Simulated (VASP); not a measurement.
**Zr: relaxation of cell and atoms with PBEsol**

The system is Zr.

```
CELL_PARAMETERS angstrom
3.23923 0.00000 0.00000
-1.61962 2.80526 0.00000
0.00000 0.00000 5.17222
ATOMIC_POSITIONS crystal
Zr 0.33333 0.66667 0.25000
Zr 0.66667 0.33333 0.75000
```

```
Program                : VASP 6.6.1
Task                   : relaxation of cell and atoms
Functional             : PBEsol
Potentials or basis    : VASP PAW PBE potentials, release 64 (Zr_sv)
Cutoff                 : 600 eV
k mesh                 : 6 × 6 × 4
Occupations            : gaussian, width 0.1 eV
Spin                   : no spin polarisation
Further INCAR settings : ALGO = Normal; EDIFF = 1e-07; IBRION = 2; EDIFFG = -0.005; NSW = 90; ISIF = 3
```

```
Relaxed volume                         : 22.43 Å³/atom
Relaxed cell                           : a = 3.177 Å, b = 3.177 Å, c = 5.132 Å, α = 90.00°, β = 90.00°, γ = 120.00°
Space group after relaxing (to 0.05 Å) : P6_3/mmc (No. 194)
Energy gained by relaxing              : 15.0 meV/atom
Ionic steps                            : 10
Pressure after relaxing                : 0.0 GPa
Band gap on the k mesh                 : none (metal or under the smearing width)
```

Step by step:
```csv
step,energy change (eV),largest force (eV/Å),pressure (GPa),volume (Å³)
1,0.0000,0.0000,-4.27,47.00
2,-0.0011,0.0000,4.71,42.87
3,-0.0296,0.0000,-0.02,44.87
4,-0.0296,0.0000,0.07,44.83
5,-0.0298,0.0000,0.06,44.83
6,-0.0300,0.0000,0.05,44.84
7,-0.0300,0.0000,0.05,44.84
8,-0.0300,0.0000,0.05,44.84
9,-0.0300,0.0000,-0.08,44.90
10,-0.0300,0.0000,0.00,44.86
```

Final structure:
```
CELL_PARAMETERS angstrom
3.17693 0.00000 0.00000
-1.58847 2.75131 0.00000
0.00000 0.00000 5.13233
ATOMIC_POSITIONS crystal
Zr 0.33333 0.66667 0.25000
Zr 0.66667 0.33333 0.75000
```

Levels at points of the mesh, in eV from the Fermi level:
```
           k point  band 9  band 10  band 11  band 12  band 13  band 14  band 15  band 16
(0.00, 0.00, 0.00)   -5.78    -3.19     0.85     0.85     0.86     1.17     1.55     1.55
(0.50, 0.00, 0.00)   -2.74    -2.61    -2.32    -0.11     0.57     0.70     1.42     5.19
(0.00, 0.00, 0.50)   -4.05    -4.05    -0.06    -0.06     0.78     0.78     0.78     0.78
(0.50, 0.00, 0.50)   -3.03    -3.03    -1.21    -1.21     1.75     1.75     2.30     2.30
```

Run time: 71 s on 1 thread of AMD EPYC 9R45 (Zen 5), on a shared host, peak memory 0.16 GiB.

Caveat: the k mesh is coarse (spacing up to 0.37 Å⁻¹), so the values aren't converged; the PAW data sets were made with another functional, which shifts forces and pressure a little.
